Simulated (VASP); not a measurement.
# As (R-3m) in VASP: further runs

The runs below take As through single point, with PBE0, PBE.

All numbers are computed with VASP 6.6.1; they aren't measurements. Logs are shortened: lines on timing, memory, paths and dates and some standing lists are left out, and cuts for length are marked.

## (1) The undisturbed crystal

It takes space group R-3m (No. 166, trigonal). Conventional cell: a = 3.762 Å, b = 3.762 Å, c = 10.542 Å, α = 90.00°, β = 90.00°, γ = 120.00°. Around As (site symmetry 3m) lie 3 As at 2.51 Å.

## (2) Single point, PBE0 (supercell [3, 3, 3], atoms moved at random, drawn with an rms of 0.05 Å)

The input, POSCAR:

```
As
1.0
    5.6423906961      3.2576357871     10.5421859835
   -5.6423906961      3.2576357871     10.5421859835
    0.0000000000     -6.5152715745     10.5421859835
As
54
Direct
    0.0778270000      0.0759890000      0.0731250000
    0.0736820000      0.0806110000      0.4063110000
    0.0751440000      0.0779990000      0.7405620000
    0.0766770000      0.4084470000      0.0757650000
    0.0726680000      0.4099170000      0.4087090000
    0.0767090000      0.4068580000      0.7416010000
    0.0728680000      0.7436920000      0.0761310000
    0.0775420000      0.7456740000      0.4056490000
    0.0650610000      0.7461420000      0.7476330000
    0.4080780000      0.0769900000      0.0748840000
    0.4122320000      0.0676380000      0.4117220000
    0.4157190000      0.0715240000      0.7406440000
    0.4049300000      0.4076620000      0.0805510000
    0.4064250000      0.4058450000      0.4117860000
    0.4069320000      0.4073150000      0.7448070000
    0.4084950000      0.7413210000      0.0747440000
    0.4119170000      0.7420940000      0.4062350000
    0.4071390000      0.7448230000      0.7392780000
    0.7435600000      0.0722190000      0.0794910000
    0.7397320000      0.0731720000      0.4122020000
    0.7416310000      0.0746770000      0.7402310000
    0.7389200000      0.4114740000      0.0742780000
    0.7422280000      0.4076420000      0.4047710000
    0.7442740000      0.4095880000      0.7379580000
    0.7412390000      0.7455510000      0.0732650000
    0.7424460000      0.7376830000      0.4083210000
    0.7417590000      0.7423440000      0.7441040000
    0.2548780000      0.2538480000      0.2618730000
    0.2607860000      0.2560870000      0.5886390000
    0.2591250000      0.2591310000      0.9237430000
    0.2606330000      0.5893080000      0.2571230000
    0.2567970000      0.5915070000      0.5859570000
    0.2563300000      0.5904010000      0.9232130000
    0.2587030000      0.9236000000      0.2608170000
    0.2598490000      0.9271840000      0.5904350000
    0.2562370000      0.9208680000      0.9259180000
    0.5951710000      0.2525150000      0.2576880000
    0.5922310000      0.2581310000      0.5927290000
    0.5907670000      0.2572530000      0.9239470000
    0.5916260000      0.5891300000      0.2618050000
    0.5907050000      0.5826020000      0.5936740000
    0.5959340000      0.5926550000      0.9158960000
    0.5881150000      0.9280980000      0.2553950000
    0.5899580000      0.9259820000      0.5929070000
    0.5905150000      0.9260030000      0.9236460000
    0.9210290000      0.2588530000      0.2580800000
    0.9219220000      0.2552210000      0.5937470000
    0.9284070000      0.2539940000      0.9247790000
    0.9251640000      0.5891110000      0.2590750000
    0.9251310000      0.5895370000      0.5893670000
    0.9249740000      0.5872100000      0.9254770000
    0.9232170000      0.9280050000      0.2607420000
    0.9197590000      0.9260100000      0.5888140000
    0.9258190000      0.9258270000      0.9216810000
```

The input, INCAR.step1:

```
SYSTEM = As
PREC = Accurate
ENCUT = 450
EDIFF = 1E-5
ISMEAR = 0
SIGMA = 0.05
LREAL = Auto
LASPH = .TRUE.
NELM = 80
ALGO = Normal
ISIF = 2
LWAVE = .TRUE.
LCHARG = .FALSE.
NSIM = 16
GGA = PE
LUSENCCL = .FALSE.
```

The input, INCAR.step2:

```
SYSTEM = As
PREC = Accurate
ENCUT = 450
EDIFF = 1E-5
ISMEAR = 0
SIGMA = 0.05
LREAL = Auto
LASPH = .TRUE.
NELM = 80
ALGO = Normal
ISIF = 2
LWAVE = .FALSE.
LCHARG = .FALSE.
GGA = PE
LHFCALC = .TRUE.
AEXX = 0.25
PRECFOCK = Normal
NSIM = 16
ISTART = 1
LUSENCCL = .FALSE.
```

The input, KPOINTS:

```
regular mesh
0
G
  1 1 1
  0 0 0
```

Potentials or basis: VASP PAW PBE potentials, release 64 (As).

Command:

```
$ cat potpaw_PBE.64/As/POTCAR > POTCAR
$ cp INCAR.step1 INCAR
$ mpirun -np 1 vasp_gam > vasp.out
$ cp INCAR.step2 INCAR
$ mpirun -np 1 vasp_gam > vasp.out
```

OUTCAR:

```text
SYSTEM = As
   PREC = Accurate
   ENCUT = 450
   EDIFF = 1E-5
   ISMEAR = 0
   LREAL = Auto
   LASPH = .TRUE.
   NELM = 80
   ISIF = 2
   GGA = PE
   LHFCALC = .TRUE.
   AEXX = 0.25
   PRECFOCK = Normal
   ISTART = 1

 ion  position               nearest neighbor table
   1  0.078  0.076  0.073-  48 2.48  36 2.51  52 2.52
   2  0.074  0.081  0.406-  46 2.50  34 2.52  53 2.56
   3  0.075  0.078  0.741-  47 2.49  35 2.50  54 2.51
   4  0.077  0.408  0.076-  30 2.51  51 2.51  46 2.54
   5  0.073  0.410  0.409-  49 2.47  28 2.52  47 2.54
   6  0.077  0.407  0.742-  48 2.51  29 2.53  50 2.53
[... 46 lines left out ...]
  53  0.920  0.926  0.589-  21 2.49   9 2.53   2 2.56
  54  0.926  0.926  0.922-   3 2.51   7 2.51  19 2.53

  LATTYP: Found a trigonal (rhomboedric) cell.
 ALAT       =    12.3930000000
 COS(alpha) =     0.5854247172

  Lattice vectors:

 A1 = (   5.6423906961,   3.2576357871,  10.5421859835)
 A2 = (  -5.6423906961,   3.2576357871,  10.5421859835)
 A3 = (   0.0000000000,  -6.5152715745,  10.5421859835)

Analysis of symmetry for initial positions (statically):
=====================================================================
 Subroutine PRICEL returns:
 Original cell was already a primitive cell.

 Routine SETGRP: Setting up the symmetry group for a
 trigonal (rhombohedral) supercell.

 Subroutine GETGRP returns: Found  1 space group operations
 (whereof  1 operations were pure point group operations)
 out of a pool of 12 trial point group operations.

The static configuration has the point symmetry C_1 .

Analysis of symmetry for dynamics (positions and initial velocities):
=====================================================================
 Subroutine PRICEL returns:
 Original cell was already a primitive cell.

 Routine SETGRP: Setting up the symmetry group for a
 trigonal (rhombohedral) supercell.

 Subroutine GETGRP returns: Found  1 space group operations
 (whereof  1 operations were pure point group operations)
 out of a pool of 12 trial point group operations.

The dynamic configuration has the point symmetry C_1 .

 Subroutine INISYM returns: Found  1 space group operations
 (whereof  1 operations are pure point group operations),
 and found     1 'primitive' translations

----------------------------------------------------------------------------------------

                                     Primitive cell

  volume of cell :    1162.6463

  direct lattice vectors                    reciprocal lattice vectors
     5.642390696  3.257635787 10.542185983     0.088614920  0.051161848  0.031618996
    -5.642390696  3.257635787 10.542185983    -0.088614920  0.051161848  0.031618996
     0.000000000 -6.515271574 10.542185983     0.000000000 -0.102323696  0.031618996

  length of vectors
    12.393000000 12.393000000 12.393000000     0.107097617  0.107097617  0.107097617

  position of ions in fractional coordinates (direct lattice)
     0.077827000  0.075989000  0.073125000
     0.073682000  0.080611000  0.406311000
     0.075144000  0.077999000  0.740562000
     0.076677000  0.408447000  0.075765000
     0.072668000  0.409917000  0.408709000
     0.076709000  0.406858000  0.741601000
[... 46 lines left out ...]
     0.919759000  0.926010000  0.588814000
     0.925819000  0.925827000  0.921681000

  ion indices of the primitive-cell ions
   primitive index   ion index
                 1           1
                 2           2
                 3           3
                 4           4
                 5           5
                 6           6
[... 46 lines left out ...]
                53          53
                54          54

----------------------------------------------------------------------------------------

 KPOINTS: regular mesh

Automatic generation of k-mesh.
 Grid dimensions read from file:
 generate k-points for:    1    1    1

 Generating k-lattice:

  Cartesian coordinates                     Fractional coordinates (reciprocal lattice)
     0.088614920  0.051161848  0.031618996     1.000000000  0.000000000  0.000000000
    -0.088614920  0.051161848  0.031618996     0.000000000  1.000000000  0.000000000
     0.000000000 -0.102323696  0.031618996     0.000000000  0.000000000  1.000000000

  Length of vectors
     0.107097617  0.107097617  0.107097617

  Shift w.r.t. Gamma in fractional coordinates (k-lattice)
     0.000000000  0.000000000  0.000000000

 Subroutine IBZKPT returns following result:
 ===========================================

 Found      1 irreducible k-points:

 Following reciprocal coordinates:
            Coordinates               Weight
  0.000000  0.000000  0.000000      1.000000
   k-points           NKPTS =      1   k-points in BZ     NKDIM =      1   number of bands    NBANDS=    163
   number of dos      NEDOS =    301   number of ions     NIONS =     54
   total plane-waves  NPLWV = 729000
   dimension x,y,z NGX =    90 NGY =   90 NGZ =   90
   dimension x,y,z NGXF=   180 NGYF=  180 NGZF=  180
   ions per type =              54
   NGX,Y,Z   is equivalent  to a cutoff of  12.07, 12.07, 12.07 a.u.
   NGXF,Y,Z  is equivalent  to a cutoff of  24.15, 24.15, 24.15 a.u.
 SYSTEM =  As
   PREC   = accura    normal or accurate (medium, high low for compatibility)
   ISTART =      1    job   : 0-new  1-cont  2-samecut
   ICHARG =      0    charge: 1-file 2-atom 10-const
   ISPIN  =      1    spin polarized calculation?
   LNONCOLLINEAR =      F non collinear calculations
   LSORBIT =      F    spin-orbit coupling
   LASPH  =      T    aspherical Exc in radial PAW
   ENCUT  =  450.0 eV  33.07 Ry    5.75 a.u.  21.44 21.44 21.44*2*pi/ulx,y,z
   NELM   =     80;   NELMIN=  2; NELMDL=  0     # of ELM steps
   EDIFF  = 0.1E-04   stopping-criterion for ELM
   LREAL  =      T    real-space projection
   EDIFFG = 0.1E-03   stopping-criterion for IOM
   NSW    =      0    number of steps for IOM
   IBRION =     -1    ionic relax: 0-MD 1-quasi-New 2-CG
   NFREE  =      0    steps in history (QN), initial steepest desc. (CG)
   ISIF   =      2    stress and relaxation
   ISYM   =      3    0-nonsym 1-usesym 2-fastsym
   POTIM  = 0.5000    time-step for ionic-motion
   TEBEG  =    0.0;   TEEND  =   0.0 temperature during run
   PSTRESS=    0.0 pullay stress
   NELECT =     270.0000    total number of electrons
   NUPDOWN=      -1.0000    fix difference up-down
   EMIN   =  10.00;   EMAX   =-10.00  energy-range for DOS
   EFERMI =   0.00;   METHOD = LEGACY
   ISMEAR =     0;   SIGMA  =   0.05  broadening in eV -4-tet -1-fermi 0-gaus
   EFERMI_NEDOS =   21; number of points for ismear=-14 and -15
   IALGO  =     38    algorithm
   IMIX   =      1    mixing-type and parameters
     AMIX     =   0.40;   BMIX     =  1.00
     AMIX_MAG =   1.60;   BMIX_MAG =  1.00
  volume/ion in A,a.u.               =      21.53       145.29
  Fermi-wavevector in a.u.,A,eV,Ry     =   1.006268  1.901570 13.776916  1.012575
  Thomas-Fermi vector in A             =   2.138999
   LORBIT       =      0    0 simple, 1 ext, 2 COOP (PROOUT), +10 PAW based schemes
   GGA     = PE    functional components
   LHFCALC =     T    Hartree Fock is set to
   PRECFOCK=normal    Normal, Fast or Accurate (Low or Medium for compatibility)
   ENCUT4O =  -1.0   cutoff for four orbital integrals eV
   NKREDX  =     1    reduce k-point grid by
   NKREDY  =     1    reduce k-point grid by
   NKREDZ  =     1    reduce k-point grid by
   AEXX    =    0.2500 exact exchange contribution
   HFSCREEN=    0.0000 screening length (either q_TF or 0.3 A-1)
   HFSCREENC=   0.0000 screening length for correlation (either q_TF or 0.3 A-1)
   ENCUTFOCK=  -1.0 apply spherical cutoff to Coloumb kernel
   IVDW    =     0    specifies the selected vdW correction
   LEPSILON=     F    determine dielectric tensor
   LRPA    =     F    only Hartree local field effects (RPA)
 non-spin polarized calculation
 Gauss-broadening in eV      SIGMA  =   0.05
  energy-cutoff  :      450.00
  volume of cell :     1162.65
 maximum number of plane-waves:     12580
 NGX is ok and might be reduce to    90
  NGX = 70; NGY = 70; NGZ = 70

 number of electron     269.9999998 magnetization

 Free energy of the ion-electron system (eV)
  ---------------------------------------------------
  ext. energy  EPLUGINS =         0.00000000
  ---------------------------------------------------
  free energy    TOTEN  =      -338.92322240 eV

  energy without entropy =     -338.92322240  energy(sigma->0) =     -338.92322240

 E-fermi :   4.5076     XC(G=0):  -7.8999

 val. band max:        4.2751861201   @ k =   0.0000   0.0000   0.0000
 cond. band min:       6.5207351222   @ k =   0.0000   0.0000   0.0000
 fundamental gap:      2.2455490022
 Fermi energy:         4.5075765421

 k-point     1 :       0.0000    0.0000    0.0000
  band No.  band energies     occupation
      1     -11.8729      2.00000
      2     -10.9305      2.00000
      3     -10.9150      2.00000
      4     -10.3623      2.00000
      5     -10.3197      2.00000
      6     -10.3113      2.00000
[... 139 lines left out ...]
    146       7.2290      0.00000
    147       7.2499      0.00000
 [bands above 147 left out]

------------------------ aborting loop because EDIFF is reached ----------------------------------------

  FORCE on cell =-STRESS in cart. coord.  units (eV):
  Direction    XX          YY          ZZ          XY          YZ          ZX
  --------------------------------------------------------------------------------------
  -------------------------------------------------------------------------------------
  Total       20.9560674     20.9412516    -24.3354271     -0.6253145     -0.0475347      1.6304682
  in kB       28.8783758     28.8579589    -33.5352810     -0.8617106     -0.0655048      2.2468564
  external PRESSURE =       8.0670179 kB  Pullay stress =       0.0000000 kB

 VOLUME and BASIS-vectors are now :
 -----------------------------------------------------------------------------
  energy-cutoff  :      450.00
  volume of cell :     1162.65
      direct lattice vectors                 reciprocal lattice vectors
     5.642390696  3.257635787 10.542185983     0.088614920  0.051161848  0.031618996
    -5.642390696  3.257635787 10.542185983    -0.088614920  0.051161848  0.031618996
     0.000000000 -6.515271574 10.542185983     0.000000000 -0.102323696  0.031618996

 POSITION                                       TOTAL-FORCE (eV/Angst)
 -----------------------------------------------------------------------------------
      0.01037      0.02465      2.39245         0.015846     -0.159387     -0.190537
     -0.03910     -2.14460      5.90999         0.088535     -0.453585     -0.493389
     -0.01611     -4.32608      9.42160         0.008247     -0.045612     -0.228585
     -1.87198      1.08673      5.91300         0.041371     -0.099962     -0.458513
     -1.90289     -1.09076      9.39619         0.272939     -0.273611     -0.285411
     -1.86283     -3.25645     12.91595         0.092384      0.095798     -0.362991
[... 46 lines left out ...]
     -0.03527      2.17656     25.66583         0.210856      0.158937      0.669542
     -0.00005      0.02699     29.23693         0.066432     -0.191594      0.305921
 -----------------------------------------------------------------------------------
    total drift:                               -0.000058      0.000043      0.003597

  FREE ENERGIE OF THE ION-ELECTRON SYSTEM (eV)
  ---------------------------------------------------
  free  energy   TOTEN  =      -338.9232224000 eV

  energy  without entropy=     -338.9232223999  energy(sigma->0) =     -338.92322240
```

Wall time 2.3 min (1 × NVIDIA H100 80GB with 1 thread of AMD EPYC 7R13 (Zen 3), shared host); peak memory 3.3 GiB.

The run converged, but some of its settings lie outside the range that counts as converged, so its numbers aren't taken as properties of the crystal.

Results:

```yaml
Free_energy: -338.9232 eV
Pressure: 0.8 GPa
Largest_force: 0.951 eV/Å
Band_gap_on_the_k_mesh: 2.25 eV
```

Caveat: the k mesh is coarse (spacing up to 0.67 Å⁻¹), so the values aren't converged, least of all with exact exchange; the PAW data sets were made with another functional, which shifts forces and pressure a little; an odd mesh through Γ misses points on the zone boundary, where band edges often lie.

## (3) Single point, PBE (supercell [4, 4, 4], atoms moved at random, drawn with an rms of 0.05 Å)

The input, INCAR:

```
PREC = Accurate
ENCUT = 520
EDIFF = 1E-5
ISMEAR = 0
SIGMA = 0.05
LREAL = Auto
LASPH = T
NELM = 80
ALGO = Normal
ISIF = 2
LWAVE = F
LCHARG = F
GGA = PE
NSIM = 8
LUSENCCL = F
```

The input, KPOINTS:

```
regular mesh
0
Gamma
  1 1 1
```

The input, POSCAR:

```
As
1.0
    7.5231875948      4.3435143828     14.0562479780
   -7.5231875948      4.3435143828     14.0562479780
    0.0000000000     -8.6870287660     14.0562479780
As
128
Direct
    0.0583700000      0.0569920000      0.0548430000
    0.0552610000      0.0604580000      0.3047330000
    0.0563580000      0.0584990000      0.5554210000
    0.0575080000      0.0563350000      0.8068240000
    0.0545010000      0.3074380000      0.0565320000
    0.0575320000      0.3051440000      0.3062000000
[... 120 lines left out ...]
    0.9428720000      0.9455380000      0.6923400000
    0.9472310000      0.9411750000      0.9442080000
```

Potentials or basis: VASP PAW PBE potentials, release 64 (As).

Command:

```
$ cat potpaw_PBE.64/As/POTCAR > POTCAR
$ mpirun -np 1 vasp_gam > vasp.out
```

It took 2.4 min on 1 × NVIDIA H100 80GB with 1 thread of AMD EPYC 7R13 (Zen 3), shared host; peak memory 3.4 GiB.

The run converged, but some of its settings lie outside the range that counts as converged, so its numbers aren't taken as properties of the crystal.

What came out:

```yaml
Free_energy: -600.1368 eV
Pressure: 4.2 GPa
Largest_force: 1.077 eV/Å
Band_gap_on_the_k_mesh: 0.04 eV
```

Caveat: the k mesh is coarse (spacing up to 0.50 Å⁻¹), so the values aren't converged; an odd mesh through Γ misses points on the zone boundary, where band edges often lie; forces of over 1 eV/Å show positions far from the minimum, so gaps and moduli don't describe the material at rest.
